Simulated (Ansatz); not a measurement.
# SnSe: levels along high-symmetry lines

```
Sn Se
1.0
     0.00000    3.01000    3.01000
     3.01000    0.00000    3.01000
     3.01000    3.01000    0.00000
Sn Se
1 1
Cartesian
  0.0000 0.0000 0.0000
  3.0100 3.0100 3.0100
```

Atom numbers follow the list: Sn1, Se2.

Conventional cell: a = 6.020 Å, b = 6.020 Å, c = 6.020 Å, α = 90.00°, β = 90.00°, γ = 90.00°. Sn (atom 1) is surrounded by 6 Se at 3.01 Å. Se (atom 2) is surrounded by 6 Sn at 3.01 Å.

The cell is COD entry 9008725, as deposited and not checked against the literature; nothing was relaxed.

Spin–orbit coupling is left out, though it moves levels of the heavy atoms by tenths of an eV or more.

All numbers below come from DFT, PBE, all-electron LAPW, scalar-relativistic in Ansatz 0.2.0.

Numerical set-up: a Γ-centred 9×9×9 k mesh, Fermi–Dirac smearing of 0.02 eV, basis error target 0.25 meV/atom, no spin polarisation.

Points in fractions of the reciprocal vectors of this cell: Γ (0, 0, 0), X (0.5, 0, 0.5), U (0.625, 0.25, 0.625), K (0.375, 0.375, 0.75), L (0.5, 0.5, 0.5), W (0.5, 0.25, 0.75). The path joins them by straight lines in the order Γ–X–U–K–Γ–L–W–X; legs that retrace an earlier one aren't tabulated. Energies are in eV from the top of the valence band.

Task: Is there a gap, and where are the band edges?

Result: 0.08 eV, direct, on the line L (0.5, 0.5, 0.5)–W (0.5, 0.25, 0.75) (so small a gap may close at points that the mesh and path miss).

Task: List the levels between -8 and 4 eV at the symmetry points.

Result: 
Γ: -5.20, -2.32 (×3)
X: -6.14, -5.60, -3.77 (×2), 2.89
U: -7.14, -5.19, -3.29, -2.60, 3.10, 3.48
K: -7.14, -5.19, -3.29, -2.60, 3.10, 3.48
L: -2.08 (×2), -0.14, 0.45, 1.12 (×2)
W: -7.04, -4.84 (×2), -0.94, 1.36
